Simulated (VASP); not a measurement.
Here is a VASP 6.6.1 calculation.

File INCAR:

```
PREC = Accurate ; ENCUT = 600
EDIFF = 1E-7 ; ISMEAR = -1
SIGMA = 0.1 ; LREAL = F
LASPH = T ; NELM = 100
ALGO = Normal ; ISIF = 3
LWAVE = F ; LCHARG = F
GGA = PE ; IBRION = 2
NSW = 60 ; EDIFFG = -0.02
```

The input KPOINTS:

```
Automatic mesh
0
Gamma
  7 7 7
```

POSCAR

```
InPd
1.0
    3.2718850000      0.0000000000      0.0000000000
    0.0000000000      3.2718850000      0.0000000000
    0.0000000000      0.0000000000      3.2718850000
In Pd
1 1
Direct
    0.0000000000      0.0000000000      0.0000000000
    0.5000000000      0.5000000000      0.5000000000
```

Potentials or basis: VASP PAW PBE potentials, release 64 (In_d, Pd).

Launch:

```sh
$ cat potpaw_PBE.64/In_d/POTCAR potpaw_PBE.64/Pd/POTCAR > POTCAR
$ mpirun -np 1 vasp_std > vasp.out
```

Predict the band gap on the k mesh.

none (metal or under the smearing width).

Predict the relaxed cell.

a = 3.307 Å, b = 3.307 Å, c = 3.307 Å, α = 90.00°, β = 90.00°, γ = 90.00°.

Predict the space group after relaxing (to 0.05 Å).

Pm-3m (No. 221).

Estimate the relaxed volume.

18.09 Å³/atom.

Final structure:
```
In Pd
1.0
     3.30714    0.00000    0.00000
     0.00000    3.30714    0.00000
     0.00000    0.00000    3.30714
In Pd
1 1
Direct
  0.00000 0.00000 0.00000
  0.50000 0.50000 0.50000
```
